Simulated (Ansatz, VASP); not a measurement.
## TiN: VASP beside Ansatz

Contents of INCAR:

```
SYSTEM = TiN
ALGO = Normal ; EDIFF = 1E-8
ENCUT = 520 ; GGA = PE
ISIF = 2 ; ISMEAR = -1
LASPH = .TRUE. ; LCHARG = .FALSE.
LEFG = .TRUE. ; LREAL = .FALSE.
LWAVE = .FALSE. ; NBANDS = 16
NELM = 80 ; PREC = Accurate
SIGMA = 0.03
```

KPOINTS

```
k-points
0
G
  16 16 16
  0 0 0
```

Contents of POSCAR:

```
TiN
1.0
    0.0000000000      2.1234402709      2.1234402709
    2.1234402709      0.0000000000      2.1234402709
    2.1234402709      2.1234402709      0.0000000000
Ti N
1 1
Direct
    0.0000000000      0.0000000000      0.0000000000
    0.5000000000      0.5000000000      0.5000000000
```

Input for Ansatz:

```yaml
crystal:
  lattice:
    - [0.0, 2.1234402709, 2.1234402709]
    - [2.1234402709, 0.0, 2.1234402709]
    - [2.1234402709, 2.1234402709, 0.0]
  atoms:
    - { symbol: Ti, position: [0.0, 0.0, 0.0] }
    - { symbol: "N", position: [0.5, 0.5, 0.5] }
kpoints:
  mp_grid: { grid: [16, 16, 16] }
  band_path:
    path:
      - [0.0, 0.0, 0.0]
      - [0.5, 0.0, 0.5]
      - [0.625, 0.25, 0.625]
      - [0.375, 0.375, 0.75]
      - [0.0, 0.0, 0.0]
      - [0.5, 0.5, 0.5]
      - [0.5, 0.25, 0.75]
      - [0.5, 0.0, 0.5]
    npoints: 14
scf:
  occupations: { method: fermi_dirac, width: 0.03 }
hamiltonian:
  xc: pbe
  pseudopotentials: { kind: paw }
output:
  forces: true
  stress: true
  eigenvalues: true
  efg: { contact_densities: true }
  populations: true
  bader: true
  dos: { projected: true, de: 0.2, e_range: [-14, 8] }
  write_density: true
  write_potential: true
  elf: true
  volumetric_format: npy
```

Alike in both runs: task electric field gradients; functional PBE; k mesh 16 × 16 × 16; occupations fermi-dirac, width 0.03 eV; no spin polarisation.

```csv
,VASP,Ansatz
version,VASP 6.6.1,Ansatz 0.2.0
potentials or method,"VASP PAW PBE potentials, release 64 (Ti_sv, N)","PAW with Ansatz's default frozen-core files, scalar-relativistic"
plane-wave cutoff (eV),520,420
valence electrons in the cell,17,17
```

Ansatz gave:

```
pressure (GPa)                                                 : 0.0
Vzz of the field gradient on the site that differs most (V/Å²) : 0.0
```

Task: What did VASP give for the same quantities?

Result: Pressure (GPa): 0.5; Vzz of the field gradient on the site that differs most (V/Å²): 0.0.

With one functional, cell and mesh, what is left measures potentials, basis and numerics.
